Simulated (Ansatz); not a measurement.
# Sb (R-3m) in Ansatz: a series of runs

Runs on Sb. Level: PBE. Tasks: band structure, electric field gradients, density of states.

All numbers are computed with Ansatz 0.2.0; they aren't measurements. Logs are shortened: lines on timing, memory, paths and dates and some standing lists are left out, and cuts for length are marked.

### Step 1. The structure

It takes space group R-3m (No. 166, trigonal). The conventional cell has a = 4.308 Å, b = 4.308 Å, c = 11.274 Å, α = 90.00°, β = 90.00°, γ = 120.00°. Sb (site symmetry 3m) has 3 Sb at 2.91 Å as nearest neighbours.

### Step 2. Band structure, PBE, collinear spin, antiferromagnetic start (cell strained at random at fixed volume)

File run.py:

```python
import json

import ase.io
import numpy as np

import ansatz as az

atoms = ase.io.read("Sb.cif")
atoms.info.pop("occupancy", None)
atoms.set_initial_magnetic_moments([0.5, -0.5])

calculation = (
    az.Crystal.from_ase(atoms)
    .calculation()
    .kpoints(6, 6, 6)
    .functional("pbe")
    .pseudopotentials(kind="paw")
    .spin("collinear")
    .scf(extra_bands=6)
    .occupations(method="tetrahedron")
    .band_structure(path=(((-0.5, -0.5, -0.5), (0.0, 0.0, 0.0), (0.5, 0.0, 0.0)), ((0.0, -0.5, -0.5), (0.0, 0.0,
        0.0), (0.0, 0.0, 0.5)), ((-0.5, -0.5, 0.0), (0.0, 0.0, 0.0), (0.5, 0.0, 0.5)), ((0.0, -0.5, 0.0), (0.0, 0.0,
        0.0))), intervals=14)
    .density()
    .potential()
    .output_files(volumetric_format="npy")
    .electron_localization_function()
    .forces()
    .stress()
)
outcome = calculation.run(threads=2, events_out="events.jsonl")

report = outcome.report
for line in open("events.jsonl"):
    event = json.loads(line)
    if event["event"] == "scf_iter":
        d = event["data"]
        print(f"SCF {d['iter']:3d}  HF = {d['harris_foulkes_ev']:.6f} eV  dr2 = {d['dr2_ev']:.2e} eV")
    elif event["event"] in ("relax_step", "md_step"):
        d = event["data"]
        print(f"{event['event']} {d['step']:3d}  E = {d['lagrangian_ev']:.6f} eV")
np.set_printoptions(precision=5, suppress=True, linewidth=110)
print("converged:", report["converged"], "after", report["n_iterations"], "iterations")
print(f"free energy {report['free_energy_ev']:.6f} eV, Fermi level {report['fermi_energy_ev']:.4f} eV")
for key in ("band_edges_ev", "magnetization_mub", "site_moments_mub", "site_moments_nc_mub", "forces_ev_ang",
                "stress_gpa", "kpoints_frac", "eigenvalues_ev"):
    if report.get(key) is not None:
        print(key, np.array(report[key]), sep="\n")
```

File Sb.cif:

```cif
data_Sb
_cell_length_a 4.60161795
_cell_length_b 4.52747610
_cell_length_c 4.52812938
_cell_angle_alpha 56.13275727
_cell_angle_beta 56.25103286
_cell_angle_gamma 55.41553525
_space_group_name_H-M_alt 'P1'
_space_group_name_Hall 'P 1'
_space_group_IT_number 1
loop_
_space_group_symop_operation_xyz
'x,y,z'
loop_
_atom_site_label
_atom_site_type_symbol
_atom_site_symmetry_multiplicity
_atom_site_Wyckoff_symbol
_atom_site_fract_x
_atom_site_fract_y
_atom_site_fract_z
_atom_site_occupancy
Sb1 Sb 1 a 0.7665100000 0.7665100000 0.7665100000 1
Sb2 Sb 1 a 0.2334900000 0.2334900000 0.2334900000 1
```

Potentials or basis: Ansatz PAW.

Command:

```bash
$ python run.py
```

Output:

```text
DeckWarning: output.forces, output.stress, relax.cell or npt_langevin: where a Kohn–Sham band that disperses or a degenerate level is filled in part under the method tetrahedron, the forces or the stress that this run publishes need not agree with its energy (scf.occupations.method in the input reference, under Limitations); prefer a smearing scheme for the forces or the stress
DeckWarning: basis.ecutwfc = 420 eV, auto-derived from the records' recommended cutoffs: set by Sb (normal level)
PlacementWarning: RAYON_NUM_THREADS=2 ignored (pool sized by the plan → 2); use plan(threads=…)
RunWarning: the starting moments were not kept: the SCF closed with an absolute magnetisation of 9.2e-6 μB, where they sum to 1 μB in size (2 sites). That is at most 0.1 of that sum. Measured as dr2_m measures the in/out step, that magnetisation stands 6.0e-12 eV from none, at or under the dr2_threshold of 1.0e-7 eV: it is no larger than a step whose dr2_m would equal this threshold. The system may hold no moment; this SCF shows [...]
SCF   1  HF = -12968.892056 eV  dr2 = 1.08e-01 eV
SCF   2  HF = -12968.919625 eV  dr2 = 7.01e-02 eV
SCF   3  HF = -12968.935589 eV  dr2 = 3.15e-03 eV
SCF   4  HF = -12968.942329 eV  dr2 = 1.75e-03 eV
SCF   5  HF = -12968.946475 eV  dr2 = 2.46e-04 eV
SCF   6  HF = -12968.948445 eV  dr2 = 1.92e-05 eV
SCF   7  HF = -12968.949481 eV  dr2 = 8.38e-06 eV
SCF   8  HF = -12968.950046 eV  dr2 = 5.06e-06 eV
SCF   9  HF = -12968.950779 eV  dr2 = 3.32e-07 eV
SCF  10  HF = -12968.950807 eV  dr2 = 1.17e-07 eV
SCF  11  HF = -12968.950818 eV  dr2 = 6.34e-09 eV
SCF  12  HF = -12968.950818 eV  dr2 = 1.42e-09 eV
SCF  13  HF = -12968.950818 eV  dr2 = 1.22e-10 eV
converged: True after 13 iterations
free energy -12968.950818 eV, Fermi level 10.0519 eV
magnetization_mub
-2.8421709430404007e-13
site_moments_mub
[-0.  0.]
forces_ev_ang
[[ 0.01226 -0.06169 -0.10604]
 [-0.01226  0.06169  0.10604]]
stress_gpa
[[ 1.65596 -0.93874  0.6055 ]
 [-0.93874  4.3757   0.65347]
 [ 0.6055   0.65347  3.44442]]
kpoints_frac
[[ 0.       0.       0.     ]
 [ 0.       0.       0.16667]
 [ 0.       0.       0.33333]
 [ 0.       0.      -0.5    ]
 [ 0.       0.16667  0.     ]
 [ 0.       0.16667  0.16667]
 [ 0.       0.16667  0.33333]
 [ 0.       0.16667 -0.5    ]
 [ 0.       0.16667 -0.33333]
 [ 0.       0.16667 -0.16667]
 [ 0.       0.33333  0.     ]
 [ 0.       0.33333  0.16667]
 [ 0.       0.33333  0.33333]
 [ 0.       0.33333 -0.5    ]
 [ 0.       0.33333 -0.33333]
 [ 0.       0.33333 -0.16667]
 [ 0.      -0.5      0.     ]
 [ 0.      -0.5      0.16667]
 [ 0.      -0.5      0.33333]
 [ 0.      -0.5     -0.5    ]
 [ 0.16667  0.       0.     ]
 [ 0.16667  0.       0.16667]
 [ 0.16667  0.       0.33333]
 [ 0.16667  0.      -0.5    ]
 [ 0.16667  0.      -0.33333]
 [ 0.16667  0.      -0.16667]
 [ 0.16667  0.16667  0.     ]
 [ 0.16667  0.16667  0.16667]
 [ 0.16667  0.16667  0.33333]
 [ 0.16667  0.16667 -0.5    ]
 [ 0.16667  0.16667 -0.33333]
 [ 0.16667  0.16667 -0.16667]
 [ 0.16667  0.33333  0.     ]
 [ 0.16667  0.33333  0.16667]
 [ 0.16667  0.33333  0.33333]
 [ 0.16667  0.33333 -0.5    ]
 [ 0.16667  0.33333 -0.33333]
 [ 0.16667  0.33333 -0.16667]
 [ 0.16667 -0.5      0.     ]
 [ 0.16667 -0.5      0.16667]
 [ 0.16667 -0.5      0.33333]
 [ 0.16667 -0.5     -0.5    ]
 [ 0.16667 -0.5     -0.33333]
 [ 0.16667 -0.5     -0.16667]
 [ 0.16667 -0.33333  0.     ]
 [ 0.16667 -0.33333  0.16667]
 [ 0.16667 -0.33333  0.33333]
 [ 0.16667 -0.33333 -0.5    ]
 [ 0.16667 -0.33333 -0.33333]
 [ 0.16667 -0.33333 -0.16667]
 [ 0.16667 -0.16667  0.     ]
 [ 0.16667 -0.16667  0.16667]
 [ 0.16667 -0.16667  0.33333]
 [ 0.16667 -0.16667 -0.5    ]
 [ 0.16667 -0.16667 -0.33333]
 [ 0.16667 -0.16667 -0.16667]
 [ 0.33333  0.       0.     ]
 [ 0.33333  0.       0.16667]
 [ 0.33333  0.       0.33333]
 [ 0.33333  0.      -0.5    ]
 [ 0.33333  0.      -0.33333]
 [ 0.33333  0.      -0.16667]
 [ 0.33333  0.16667  0.     ]
 [ 0.33333  0.16667  0.16667]
 [ 0.33333  0.16667  0.33333]
 [ 0.33333  0.16667 -0.5    ]
 [ 0.33333  0.16667 -0.33333]
 [ 0.33333  0.16667 -0.16667]
 [ 0.33333  0.33333  0.     ]
 [ 0.33333  0.33333  0.16667]
 [ 0.33333  0.33333  0.33333]
 [ 0.33333  0.33333 -0.5    ]
 [ 0.33333  0.33333 -0.33333]
 [ 0.33333  0.33333 -0.16667]
 [ 0.33333 -0.5      0.     ]
 [ 0.33333 -0.5      0.16667]
 [ 0.33333 -0.5      0.33333]
 [ 0.33333 -0.5     -0.5    ]
 [ 0.33333 -0.5     -0.33333]
 [ 0.33333 -0.5     -0.16667]
 [ 0.33333 -0.33333  0.     ]
 [ 0.33333 -0.33333  0.16667]
 [ 0.33333 -0.33333  0.33333]
 [ 0.33333 -0.33333 -0.5    ]
 [ 0.33333 -0.33333 -0.33333]
 [ 0.33333 -0.33333 -0.16667]
 [ 0.33333 -0.16667  0.     ]
 [ 0.33333 -0.16667  0.16667]
 [ 0.33333 -0.16667  0.33333]
 [ 0.33333 -0.16667 -0.5    ]
 [ 0.33333 -0.16667 -0.33333]
 [ 0.33333 -0.16667 -0.16667]
 [-0.5      0.       0.     ]
 [-0.5      0.       0.16667]
 [-0.5      0.       0.33333]
 [-0.5      0.      -0.5    ]
 [-0.5      0.16667  0.     ]
 [-0.5      0.16667  0.16667]
 [-0.5      0.16667  0.33333]
 [-0.5      0.16667 -0.5    ]
 [-0.5      0.16667 -0.33333]
 [-0.5      0.16667 -0.16667]
 [-0.5      0.33333  0.     ]
 [-0.5      0.33333  0.16667]
 [-0.5      0.33333  0.33333]
 [-0.5      0.33333 -0.5    ]
 [-0.5      0.33333 -0.33333]
 [-0.5      0.33333 -0.16667]
 [-0.5     -0.5      0.     ]
 [-0.5     -0.5      0.16667]
 [-0.5     -0.5      0.33333]
 [-0.5     -0.5     -0.5    ]]
eigenvalues_ev
[[-19.36104 -19.34672 -19.26777 ...  15.27113  15.32082  15.48279]
 [-19.34996 -19.33126 -19.26291 ...  14.71849  15.09032  15.74223]
 [-19.32437 -19.28962 -19.25259 ...  15.65811  16.65858  17.4139 ]
 ...
 [-19.34525 -19.27308 -19.25804 ...  15.68147  19.03628  19.516  ]
 [-19.32429 -19.29352 -19.25285 ...  15.38055  18.11069  18.8206 ]
 [-19.31196 -19.30247 -19.25024 ...  16.98498  18.68705  19.086  ]]
```

bands.tsv:

```text
# k_distance	band_0_up	band_1_up	band_2_up	band_3_up	band_4_up	band_5_up	band_6_up	band_7_up	band_8_up	band_9_up	band_10_up	band_11_up	band_12_up	band_13_up	band_14_up	band_15_up	band_16_up	band_17_up	band_18_up	band_19_up	band_20_up	band_0_dn	band_1_dn	band_2_dn	band_3_dn	band_4_dn	band_5_dn	band_6_dn	band_7_dn	band_8_dn	band_9_dn	band_10_dn	band_11_dn	band_12_dn	band_13_dn	band_14_dn	band_15_dn	band_16_dn	band_17_dn	band_18_dn	band_19_dn	band_20_dn
[... 122 lines left out ...]
6.531534	-29.412978	-29.398661	-29.319711	-29.315098	-29.292764	-29.206063	-29.201866	-29.193243	-29.127533	-29.113065	-12.690033	-4.816857	-2.234465	-1.768644	-1.501628	2.090713	2.608737	2.887272	5.219187	5.268882	5.430852	-29.412978	-29.398661	-29.319711	-29.315098	-29.292764	-29.206063	-29.201866	-29.193243	-29.127533	-29.113065	-12.690033	-4.816857	-2.234465	-1.768644	-1.501628	2.090713	2.608737	2.887272	5.219187	5.268882	5.430852
```

Run time: 38 s. Hardware: 2 threads of Arm Neoverse V1, shared host; peak memory 0.65 GiB.

What came out:

- Free energy: -12968.9508 eV
- Pressure: 3.2 GPa
- Largest force: 0.123 eV/Å
- Band gap on the k mesh: none (metal or under the smearing width)
- Net moment: 0.00 μB per cell
- Absolute moment: 0.00 μB per cell

Forces on the atoms (eV/Å):
```
Sb   0.012 -0.062 -0.106
Sb  -0.012  0.062  0.106
```

Stress tensor (GPa, compression positive):
```
 1.66 -0.94  0.61
-0.94  4.38  0.65
 0.61  0.65  3.44
```

Levels at the corners of the path, in eV from the Fermi level:
Spin up:
```
point  band 13  band 14  band 15  band 16  band 17  band 18
    X    -1.21    -1.12    -0.24     0.26     0.37     1.28
    Γ    -2.23    -1.77    -1.50     2.09     2.61     2.89
    Y    -1.83    -1.81    -0.30    -0.08     0.21     0.62
    L    -5.42    -3.89    -3.45     1.60     4.84     5.62
    Γ    -2.23    -1.77    -1.50     2.09     2.61     2.89
    Z    -2.04    -1.85    -0.17    -0.07     0.01     0.65
    N    -5.35    -3.77    -3.47     1.63     4.92     5.64
    Γ    -2.23    -1.77    -1.50     2.09     2.61     2.89
    M    -5.39    -3.79    -3.53     1.57     4.78     5.62
    R    -1.97    -1.96    -0.32    -0.26     0.05     0.53
    Γ    -2.23    -1.77    -1.50     2.09     2.61     2.89
```
Spin down:
```csv
point,band 12,band 13,band 14,band 15,band 16,band 17,band 18,band 19
X,-8.99,-1.21,-1.12,-0.24,0.26,0.37,1.28,6.93
Γ,-4.82,-2.23,-1.77,-1.50,2.09,2.61,2.89,5.22
Y,-9.62,-1.83,-1.81,-0.30,-0.08,0.21,0.62,7.24
L,-8.08,-5.42,-3.89,-3.45,1.60,4.84,5.62,7.06
Γ,-4.82,-2.23,-1.77,-1.50,2.09,2.61,2.89,5.22
Z,-9.52,-2.04,-1.85,-0.17,-0.07,0.01,0.65,7.46
N,-7.82,-5.35,-3.77,-3.47,1.63,4.92,5.64,6.67
Γ,-4.82,-2.23,-1.77,-1.50,2.09,2.61,2.89,5.22
M,-7.98,-5.39,-3.79,-3.53,1.57,4.78,5.62,6.86
R,-9.54,-1.97,-1.96,-0.32,-0.26,0.05,0.53,7.48
Γ,-4.82,-2.23,-1.77,-1.50,2.09,2.61,2.89,5.22
```

Caveat: spin-orbit coupling is left out, which moves the levels of the heavy elements; with tetrahedron occupations forces and stress needn't match the slope of the energy; the starting moments weren't kept.

### Step 3. Band structure, PBE, collinear spin, antiferromagnetic start (cell strained at random at fixed volume)

File input.yaml:

```yaml
crystal:
  lattice:
    - [4.60161795, 0.0, 0.0]
    - [2.5698884194, 3.7274271754, 0.0]
    - [2.5156260234, 1.3306021426, 3.5220845149]
  atoms:
    - { symbol: Sb, position: [0.76651, 0.76651, 0.76651], spin: 0.5 }
    - { symbol: Sb, position: [0.23349, 0.23349, 0.23349], spin: -0.5 }
hamiltonian:
  xc: pbe
  pseudopotentials: { kind: paw }
magnetization:
  spin_polarized: true
kpoints:
  mp_grid: { grid: [6, 6, 6] }
  band_path:
    path:
      - [[-0.5, -0.5, -0.5], [0.0, 0.0, 0.0], [0.5, 0.0, 0.0]]
      - [[0.0, -0.5, -0.5], [0.0, 0.0, 0.0], [0.0, 0.0, 0.5]]
      - [[-0.5, -0.5, 0.0], [0.0, 0.0, 0.0], [0.5, 0.0, 0.5]]
      - [[0.0, -0.5, 0.0], [0.0, 0.0, 0.0]]
    npoints: 14
scf:
  occupations: { method: tetrahedron }
  n_extra_bands: 6
output:
  forces: true
  stress: true
  fatbands: false
```

Potentials or basis: Ansatz PAW.

Command:

```bash
$ ansatz run input.yaml --threads 2 --pin off --max-ram 5120MiB --backend cpu --events-out ev --progress --plain --runs-dir out
```

It took 31 s on 2 threads of Arm Neoverse V1, shared host; peak memory 0.53 GiB.

The run converged. Its results:

```
Free energy            : -12968.9508 eV
Pressure               : 3.2 GPa
Largest force          : 0.123 eV/Å
Band gap on the k mesh : none (metal or under the smearing width)
Net moment             : 0.00 μB per cell
Absolute moment        : 0.00 μB per cell
```

Forces on the atoms (eV/Å):
```
Sb   0.012 -0.062 -0.106
Sb  -0.012  0.062  0.106
```

Stress tensor (GPa, compression positive):
```
 1.66 -0.94  0.61
-0.94  4.38  0.65
 0.61  0.65  3.44
```

Levels at the corners of the path, in eV from the Fermi level:
Spin up:
| point | band 13 | band 14 | band 15 | band 16 | band 17 | band 18 |
| --- | --- | --- | --- | --- | --- | --- |
| X | -1.21 | -1.12 | -0.24 | 0.26 | 0.37 | 1.28 |
| Γ | -2.23 | -1.77 | -1.50 | 2.09 | 2.61 | 2.89 |
| Y | -1.83 | -1.81 | -0.30 | -0.08 | 0.21 | 0.62 |
| L | -5.42 | -3.89 | -3.45 | 1.60 | 4.84 | 5.62 |
| Γ | -2.23 | -1.77 | -1.50 | 2.09 | 2.61 | 2.89 |
| Z | -2.04 | -1.85 | -0.17 | -0.07 | 0.01 | 0.65 |
| N | -5.35 | -3.77 | -3.47 | 1.63 | 4.92 | 5.64 |
| Γ | -2.23 | -1.77 | -1.50 | 2.09 | 2.61 | 2.89 |
| M | -5.39 | -3.79 | -3.53 | 1.57 | 4.78 | 5.62 |
| R | -1.97 | -1.96 | -0.32 | -0.26 | 0.05 | 0.53 |
| Γ | -2.23 | -1.77 | -1.50 | 2.09 | 2.61 | 2.89 |
Spin down:
```csv
point,band 13,band 14,band 15,band 16,band 17,band 18
X,-1.21,-1.12,-0.24,0.26,0.37,1.28
Γ,-2.23,-1.77,-1.50,2.09,2.61,2.89
Y,-1.83,-1.81,-0.30,-0.08,0.21,0.62
L,-5.42,-3.89,-3.45,1.60,4.84,5.62
Γ,-2.23,-1.77,-1.50,2.09,2.61,2.89
Z,-2.04,-1.85,-0.17,-0.07,0.01,0.65
N,-5.35,-3.77,-3.47,1.63,4.92,5.64
Γ,-2.23,-1.77,-1.50,2.09,2.61,2.89
M,-5.39,-3.79,-3.53,1.57,4.78,5.62
R,-1.97,-1.96,-0.32,-0.26,0.05,0.53
Γ,-2.23,-1.77,-1.50,2.09,2.61,2.89
```

Caveat: spin-orbit coupling is left out, which moves the levels of the heavy elements; with tetrahedron occupations forces and stress needn't match the slope of the energy; the starting moments weren't kept.

(Continued in part 2 of 2.)
